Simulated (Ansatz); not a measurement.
A run of Ansatz 0.2.0 is set up as follows.

The input input.yaml:

```yaml
crystal:
  lattice:
    - [-1.72585, 1.72585, 5.84]
    - [1.72585, -1.72585, 5.84]
    - [1.72585, 1.72585, -5.84]
  atoms:
    - { symbol: Nb, position: [0.5, 0.0, 0.5] }
    - { symbol: Nb, position: [0.75, 0.75, 0.0] }
    - { symbol: As, position: [0.916, 0.416, 0.5] }
    - { symbol: As, position: [0.166, 0.166, 0.0] }
hamiltonian:
  xc: lda
  pseudopotentials: { kind: paw }
kpoints:
  mp_grid: { grid: [8, 8, 8] }
scf:
  occupations: { method: fermi_dirac, width: 0.05 }
phonons:
  method: dfpt
```

Potentials or basis: Ansatz PAW.

Command:

```bash
$ ansatz run input.yaml --threads 2 --pin off --max-ram 5632MiB --backend cpu --events-out ev --progress --plain --runs-dir out
```

Task: Predict the highest phonon frequency at Γ.

Result: 267 cm⁻¹.

Task: Predict the band gap on the k mesh.

Result: None (metal or under the smearing width).

Phonon frequencies in cm⁻¹ (negative: imaginary):
```tsv
q point	frequencies
(0.000, 0.000, 0.000)	0 0 0 146 146 220 237 237 245 254 254 267
```
